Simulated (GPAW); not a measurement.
Crystal: MnS.

```
CELL_PARAMETERS angstrom
0.00000 2.47346 2.47346
2.47346 0.00000 2.47346
2.47346 2.47346 0.00000
ATOMIC_POSITIONS crystal
Mn 0.00000 0.00000 0.00000
S 0.75000 0.75000 0.75000
```

The cell is a database's computed one.

```yaml
Program: GPAW 26.7.0
Task: relaxation of cell and atoms
Functional: PBEsol
Dispersion: D4
Potentials_or_basis: PAW data sets generated in the run's folder for this functional
Cutoff: 600 eV
Basis: pw
k_mesh: 9 × 9 × 9
Occupations: fermi-dirac, width 0.05 eV
Spin: collinear spin, ferromagnetic start
Starting_moments: "[4.0, 0.0] μB"
```

At the start: pressure -5.0 GPa; volume 15.13 Å³/atom.

Q: Where does the relaxation end?

A: Over 4 steps the energy falls by 8.0 meV/atom and the volume is 14.60 Å³/atom (-3.5 %); space group F-43m (No. 216, to 0.05 Å); moment 0.17 μB per cell.

Step by step:
| step | energy change (eV) | largest force (eV/Å) | pressure (GPa) | volume (Å³) |
| --- | --- | --- | --- | --- |
| 1 | 0.0000 | 0.0000 | -4.98 | 30.27 |
| 2 | -0.0059 | 0.0000 | -4.02 | 30.05 |
| 3 | -0.0132 | 0.0000 | -2.21 | 29.67 |
| 4 | -0.0160 | 0.0000 | 0.18 | 29.21 |

Final structure:
```xyz
2
Lattice="0.0000 2.4443 2.4443 2.4443 0.0000 2.4443 2.4443 2.4443 0.0000" Properties=species:S:1:pos:R:3 pbc="T T T"
Mn    0.0000    0.0000    0.0000
S     3.6665    3.6665    3.6665
```

Caveat: each step starts from the last one's moments, so a moment once lost doesn't come back; later steps reuse the first step's grids; the moment fell far below its start of 4 μB, so a state of higher moment may lie lower in energy; pairwise dispersion overbinds metals, which lowers pressure and volume.
